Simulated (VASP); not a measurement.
Wanted: the native input for a VASP 6.6.1 run.

| Item | Value |
| --- | --- |
| Task | relaxation of cell and atoms |
| Functional | PBE |
| Potentials or basis | VASP PAW PBE potentials, release 64 (Ga_d, P) |
| Cutoff | 600 eV |
| k mesh | 8 × 8 × 8 |
| Occupations | gaussian, width 0.03 eV |
| Spin | no spin polarisation |
| Further INCAR settings | ALGO = Normal; EDIFF = 1e-07; IBRION = 2; EDIFFG = -0.005; NSW = 90; ISIF = 3 |

The structure of GaP lies in POSCAR:

```
GaP                                     
1.0
    0.0000000000      2.7528246308      2.7528246308
    2.7528246308      0.0000000000      2.7528246308
    2.7528246308      2.7528246308      0.0000000000
  Ga              P             
     1     1
Direct
     0.0000000000000000    0.0000000000000000    0.0000000000000000
     0.2500000000000000    0.2500000000000000    0.2500000000000000
```

The input as run:

INCAR

```
  ALGO = Normal
  EDIFF = 1E-7
  EDIFFG = -0.005
  ENCUT = 600
  GGA = PE
  IBRION = 2
  ISIF = 3
  ISMEAR = 0
  LASPH = True
  LCHARG = False
  LREAL = False
  LWAVE = False
  NELM = 80
  NSW = 90
  PREC = Accurate
  SIGMA = 0.03
```

KPOINTS

```
k-points
0
Gamma
  8 8 8
```

Potentials or basis: VASP PAW PBE potentials, release 64 (Ga_d, P).

Launch:

```bash
$ cat potpaw_PBE.64/Ga_d/POTCAR potpaw_PBE.64/P/POTCAR > POTCAR
$ mpirun -np 1 vasp_std > vasp.out
```

Results of the run:

The pressure after relaxing is 0.0 GPa. The band gap on the k mesh is 1.58 eV, direct.

Caveat: the relaxation stopped at its first step, so nothing moved.

Run time: 12 s on 1 thread of AMD EPYC 9R45 (Zen 5), on a shared host, peak memory 0.14 GiB.
